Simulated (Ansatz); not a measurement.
**Cd in Ansatz: the effect of functional**

Cd:

```xyz
1
Lattice="-1.7843 1.7843 1.7843 1.7843 -1.7843 1.7843 1.7843 1.7843 -1.7843" Properties=species:S:1:pos:R:3 pbc="T T T"
Cd    0.0000    0.0000    0.0000
```

This isn't the form of Cd at room conditions, which is hcp.

Alike in all runs:

```yaml
Program: Ansatz 0.2.0
Task: projected density of states
Potentials_or_basis: Ansatz PAW
k_mesh: 6 × 6 × 6
Occupations: fermi-dirac, width 0.05 eV
Spin: no spin polarisation
```

One run gave: pressure -4.4 GPa. Which functional did it use?
A. HSE06
B. PBE0
C. r2SCAN0
D. LDA
E. PBEsol

D.

```csv
functional,cutoff,pressure (GPa)
LDA,420 eV (not typed: the program's choice for these potentials),-4.4
PBEsol,420 eV (not typed: the program's choice for these potentials),-2.0
r2SCAN,500 eV (not typed: the program's choice for these potentials),-0.8
HSE06,420 eV (not typed: the program's choice for these potentials),-0.2
PBE0,420 eV (not typed: the program's choice for these potentials),-0.7
r2SCAN0,500 eV (not typed: the program's choice for these potentials),-1.9
```

Caveats: all runs use coarse meshes; the PAW data sets come from PBE, with cores solved anew for the run's functional, which leaves a small shift of forces and pressure; the density of states is complete only up to the lowest level of the last band computed; the thresholds are loose for stress (some runs).
